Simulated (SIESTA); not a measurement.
**KMgF3 in SIESTA: the effect of functional**

KMgF3:

```
K Mg F
1.0
     3.98590    0.00000    0.00000
     0.00000    3.98590    0.00000
     0.00000    0.00000    3.98590
K Mg F
1 1 3
Direct
  0.50000 0.50000 0.50000
  0.00000 0.00000 0.00000
  0.00000 0.00000 0.50000
  0.00000 0.50000 0.00000
  0.50000 0.00000 0.00000
```

Alike in all runs:

| Item | Value |
| --- | --- |
| Program | SIESTA 5.4.2 |
| Task | band structure |
| Basis | DZP (energy shift 0.003 Ry; two zetas on semicore shells; d shell added on K) |
| Grid cutoff | 800 Ry |
| Energy shift | 0.003 Ry |
| k mesh | 7 × 7 × 7 |
| Occupations | fermi-dirac, width 0.05 eV |
| Spin | no spin polarisation |

**Question.** One run gave: gap on the mesh 6.93 eV; pressure -3.8 GPa. Which functional did it use?
A. LDA
B. PBE
C. PBEsol

**Answer.** A.

| functional | potentials or basis | gap on the mesh (eV) | pressure (GPa) |
| --- | --- | --- | --- |
| PBE | PseudoDojo 0.4 standard (PBE files) | 7.27 | 4.6 |
| LDA | PseudoDojo 0.4 standard (LDA files) | 6.93 | -3.8 |
| PBEsol | PseudoDojo 0.4 standard (PBEsol files) | 7.09 | 0.9 |

Caveats: the basis of atomic orbitals isn't converged, which shifts pressures, moduli and gaps.

A k mesh can miss the band edges.

Not every run made on this cell is shown here.
